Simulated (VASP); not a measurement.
# Os (Im-3m) in VASP: notebook, part 2 of 2

VASP 6.6.1.

## (4) Single point, r2SCAN

This run uses another cell than the first one, of 14.78 Å³/atom, 1.051 times its volume.

File POSCAR:

```
Os
1.0
   -1.5458256832      1.5458256832      1.5458256832
    1.5458256832     -1.5458256832      1.5458256832
    1.5458256832      1.5458256832     -1.5458256832
Os
1
Direct
    0.0000000000      0.0000000000      0.0000000000
```

File INCAR.step1:

```
SYSTEM = Os
ALGO = Normal
EDIFF = 1E-4
ENCUT = 520
GGA = PE
ISMEAR = 0
LASPH = .True.
LCHARG = .False.
LREAL = .False.
LWAVE = .True.
NBANDS = 10
NELM = 80
PREC = Accurate
SIGMA = 0.05
```

File INCAR.step2:

```
SYSTEM = Os
ALGO = Normal
EDIFF = 1E-7
ENCUT = 520
ISIF = 2
ISMEAR = 0
ISTART = 1
LASPH = .True.
LCHARG = .False.
LMIXTAU = .True.
LREAL = .False.
LWAVE = .False.
METAGGA = R2SCAN
NBANDS = 10
NELM = 80
PREC = Accurate
SIGMA = 0.05
```

File KPOINTS:

```
k-points
0
Gamma
  18 18 18
  0 0 0
```

Potentials or basis: VASP PAW PBE potentials, release 64 (Os).

Launch:

```console
> cat potpaw_PBE.64/Os/POTCAR > POTCAR
> cp INCAR.step1 INCAR
> mpirun -np 1 vasp_std > vasp.out
> cp INCAR.step2 INCAR
> mpirun -np 1 vasp_std > vasp.out
```

OUTCAR:

```text
SYSTEM = Os
   EDIFF = 1E-7
   ENCUT = 520
   ISIF = 2
   ISMEAR = 0
   ISTART = 1
   LASPH = .True.
   LREAL = .False.
   METAGGA = R2SCAN
   NELM = 80
   PREC = Accurate

 ion  position               nearest neighbor table
   1  0.000  0.000  0.000-

  LATTYP: Found a body centered cubic cell.
 ALAT       =     3.0916513664

  Lattice vectors:

 A1 = (  -1.5458256832,   1.5458256832,   1.5458256832)
 A2 = (   1.5458256832,  -1.5458256832,   1.5458256832)
 A3 = (   1.5458256832,   1.5458256832,  -1.5458256832)

Analysis of symmetry for initial positions (statically):
=====================================================================
 Subroutine PRICEL returns:
 Original cell was already a primitive cell.

 Routine SETGRP: Setting up the symmetry group for a
 body centered cubic supercell.

 Subroutine GETGRP returns: Found 48 space group operations
 (whereof 48 operations were pure point group operations)
 out of a pool of 48 trial point group operations.

The static configuration has the point symmetry O_h .

Analysis of symmetry for dynamics (positions and initial velocities):
=====================================================================
 Subroutine PRICEL returns:
 Original cell was already a primitive cell.

 Routine SETGRP: Setting up the symmetry group for a
 body centered cubic supercell.

 Subroutine GETGRP returns: Found 48 space group operations
 (whereof 48 operations were pure point group operations)
 out of a pool of 48 trial point group operations.

The dynamic configuration has the point symmetry O_h .

 Subroutine INISYM returns: Found 48 space group operations
 (whereof 48 operations are pure point group operations),
 and found     1 'primitive' translations

----------------------------------------------------------------------------------------

                                     Primitive cell

[... 112 lines left out ...]
   LORBIT       =      0    0 simple, 1 ext, 2 COOP (PROOUT), +10 PAW based schemes
   METAGGA = R2SCAN    functional components
   LHFCALC =     F    Hartree Fock is set to
   AEXX    =    0.0000 exact exchange contribution
   IVDW    =     0    specifies the selected vdW correction
   LEPSILON=     F    determine dielectric tensor
   LRPA    =     F    only Hartree local field effects (RPA)
 non-spin polarized calculation
 Gauss-broadening in eV      SIGMA  =   0.05
  energy-cutoff  :      520.00
  volume of cell :       14.78
 maximum number of plane-waves:       418
   NGX =  9   NGY =  9   NGZ =  9

 number of electron       7.9999999 magnetization

 Free energy of the ion-electron system (eV)
  ---------------------------------------------------
  ext. energy  EPLUGINS =         0.00000000
  ---------------------------------------------------
  free energy    TOTEN  =       -52.07716239 eV

  energy without entropy =      -52.07504710  energy(sigma->0) =      -52.07610475

 E-fermi :   8.7873     XC(G=0): -15.0221

 val. band max:        8.7735886459   @ k =   0.1667   0.1667   0.1111
 cond. band min:       8.7912956080   @ k =   0.2778   0.2222   0.0556
 fundamental gap:      0.0177069621
 Fermi energy:         8.7872877717

 k-point     1 :       0.0000    0.0000    0.0000
  band No.  band energies     occupation
      1      -2.4734      2.00000
      2       5.3111      2.00000
      3       5.3111      2.00000
      4       5.3111      2.00000
      5       8.7327      1.87733
      6       8.7327      1.87732
      7      25.7771      0.00000
      8      25.7771      0.00000
      9      25.7771      0.00000
     10      37.8378      0.00000
[... 287 lines left out ...]
 k-point    24 :       0.3889    0.1111    0.0000
  band No.  band energies     occupation
      1       1.2989      2.00000
      2       3.3867      2.00000
      3       6.7201      2.00000
      4       8.4911      2.00000
      5       9.7010      0.00000
      6      12.6378      0.00000
      7      18.2320      0.00000
      8      22.5201      0.00000
      9      25.9400      0.00000
     10      34.0291      0.00000

 [... further k-points ...]

------------------------ aborting loop because EDIFF is reached ----------------------------------------

  FORCE on cell =-STRESS in cart. coord.  units (eV):
  Direction    XX          YY          ZZ          XY          YZ          ZX
  --------------------------------------------------------------------------------------
  -------------------------------------------------------------------------------------
  Total       -0.6157129     -0.6157129     -0.6157129     -0.0000000      0.0000000      0.0000000
  in kB      -66.7647557    -66.7647557    -66.7647557     -0.0000000      0.0000000      0.0000000
  external PRESSURE =     -66.7647557 kB  Pullay stress =       0.0000000 kB

 VOLUME and BASIS-vectors are now :
 -----------------------------------------------------------------------------
  energy-cutoff  :      520.00
  volume of cell :       14.78
      direct lattice vectors                 reciprocal lattice vectors
    -1.545825683  1.545825683  1.545825683     0.000000000  0.323451735  0.323451735
     1.545825683 -1.545825683  1.545825683     0.323451735  0.000000000  0.323451735
     1.545825683  1.545825683 -1.545825683     0.323451735  0.323451735  0.000000000

 POSITION                                       TOTAL-FORCE (eV/Angst)
 -----------------------------------------------------------------------------------
      0.00000      0.00000      0.00000        -0.000000      0.000000      0.000000
 -----------------------------------------------------------------------------------
    total drift:                                0.000000     -0.000000      0.000000

  FREE ENERGIE OF THE ION-ELECTRON SYSTEM (eV)
  ---------------------------------------------------
  free  energy   TOTEN  =       -52.0771623879 eV

  energy  without entropy=      -52.0750471022  energy(sigma->0) =      -52.07610475
```

OUTCAR.step1:

```text
SYSTEM = Os
   EDIFF = 1E-4
   ENCUT = 520
   GGA = PE
   ISMEAR = 0
   LASPH = .True.
[... 530 lines left out ...]
 -----------------------------------------------------------------------------------
      0.00000      0.00000      0.00000         0.000000      0.000000     -0.000000
 -----------------------------------------------------------------------------------
    total drift:                                0.000000     -0.000000      0.000000

  FREE ENERGIE OF THE ION-ELECTRON SYSTEM (eV)
  ---------------------------------------------------
  free  energy   TOTEN  =       -10.3696013970 eV

  energy  without entropy=      -10.3679330599  energy(sigma->0) =      -10.36876723
```

OSZICAR.step1:

```text
N       E                     dE             d eps       ncg     rms          rms(c)
DAV:   1     0.352746175476E+02    0.35275E+02   -0.40889E+03  3972   0.733E+02
DAV:   2    -0.987490869931E+01   -0.45150E+02   -0.42303E+02  4044   0.197E+02
DAV:   3    -0.110008820624E+02   -0.11260E+01   -0.11191E+01  4562   0.285E+01
DAV:   4    -0.110038649858E+02   -0.29829E-02   -0.29824E-02  4322   0.167E+00
DAV:   5    -0.110038753147E+02   -0.10329E-04   -0.10329E-04  4342   0.881E-02    0.157E+01
DAV:   6    -0.105096516520E+02    0.49422E+00   -0.58214E-01  4488   0.593E+00    0.724E+00
DAV:   7    -0.103732321550E+02    0.13642E+00   -0.40764E-01  4806   0.469E+00    0.593E-01
DAV:   8    -0.103711526097E+02    0.20795E-02   -0.17108E-03  4128   0.347E-01    0.429E-01
DAV:   9    -0.103695996189E+02    0.15530E-02   -0.10537E-03  4222   0.340E-01    0.169E-02
DAV:  10    -0.103696013970E+02   -0.17781E-05   -0.11359E-05  2200   0.255E-02
   1 F= -.10369601E+02 E0= -.10368767E+02  d E =-.166834E-02
```

Wall time 64 s (1 thread of Intel Xeon Platinum 8488C (Sapphire Rapids), shared host); peak memory 0.14 GiB.

Results:

```yaml
Free_energy: -52.0772 eV
Pressure: -6.7 GPa
Band_gap_on_the_k_mesh: none (metal or under the smearing width)
```

Caveat: the PAW data sets were made with another functional, which shifts forces and pressure a little. The run has no spin-orbit coupling, so splittings on Os are missing.

## (5) Single point, PBE

This run uses another cell than the first one, of 15.75 Å³/atom, 1.120 times its volume.

File INCAR:

```
  PREC = Accurate
  ENCUT = 520
  EDIFF = 1E-7
  ISMEAR = 0
  SIGMA = 0.05
  LREAL = False
  LASPH = True
  NELM = 100
  ALGO = Normal
  ISIF = 2
  LWAVE = False
  LCHARG = True
  GGA = PE
  LELF = True
  LVHAR = True
  NBANDS = 10
```

File KPOINTS:

```
regular mesh
0
Gamma
  10 10 10
```

File POSCAR:

```
Os
1.0
   -1.5791778557      1.5791778557      1.5791778557
    1.5791778557     -1.5791778557      1.5791778557
    1.5791778557      1.5791778557     -1.5791778557
Os
1
Direct
    0.0000000000      0.0000000000      0.0000000000
```

Launch:

```console
> cat potpaw_PBE.64/Os/POTCAR > POTCAR
> mpirun -np 1 vasp_std > vasp.out
```

It used 4.6 s of CPU time on 1 thread of Intel(R) Xeon(R) Platinum 8488C (Sapphire Rapids), on a shared host, which was overloaded at the time.

The run converged. Its results:

```
Free energy            : -10.3014 eV
Pressure               : -19.7 GPa
Band gap on the k mesh : none (metal or under the smearing width)
```

Levels at points of the mesh, in eV from the Fermi level:
```tsv
k point	band 1	band 2	band 3	band 4	band 5	band 6	band 7	band 8
(0.00, 0.00, 0.00)	-10.12	-2.96	-2.96	-2.96	-0.05	-0.05	16.15	16.15
(0.50, 0.00, 0.00)	-6.93	-4.78	-0.20	-0.13	0.48	2.80	7.94	12.38
(0.50, 0.50, 0.50)	-6.45	-6.45	2.10	2.10	2.10	7.50	7.50	7.50
```

Caveat: so large a pressure means that the cell lies far from this level's equilibrium, or that cutoff or potentials fall short.

## (6) Overview

| level | cell | k mesh | gap on the mesh (eV) | pressure (GPa) |
| --- | --- | --- | --- | --- |
| PBE | Im-3m, 14.06 Å³/atom | 10 × 10 × 10 | none | 19.9 |
| r2SCAN | Im-3m, 14.47 Å³/atom | 18 × 18 × 18 | none | 1.1 |
| r2SCAN | Im-3m, 14.78 Å³/atom | 18 × 18 × 18 | none | -6.7 |
| PBE | Im-3m, 15.75 Å³/atom | 10 × 10 × 10 | none | -19.7 |

Alike in all rows: task single point; potentials or basis VASP PAW PBE potentials, release 64 (Os); no spin polarisation; cutoff (eV) 520; smearing gaussian 0.05 eV.

Every run on the cell as given and a fine mesh finds a metal. The pressure there spans -19.7 GPa (PBE) to 19.9 GPa (PBE); a positive pressure means that this level wants a larger cell, a negative one a smaller.

Caveats: so large a pressure means that the cell lies far from this level's equilibrium, or that cutoff or potentials fall short (some runs); the PAW data sets were made with another functional, which shifts forces and pressure a little (some runs).

Total energies depend on the potentials used, so only differences within one code and one set of settings carry meaning.
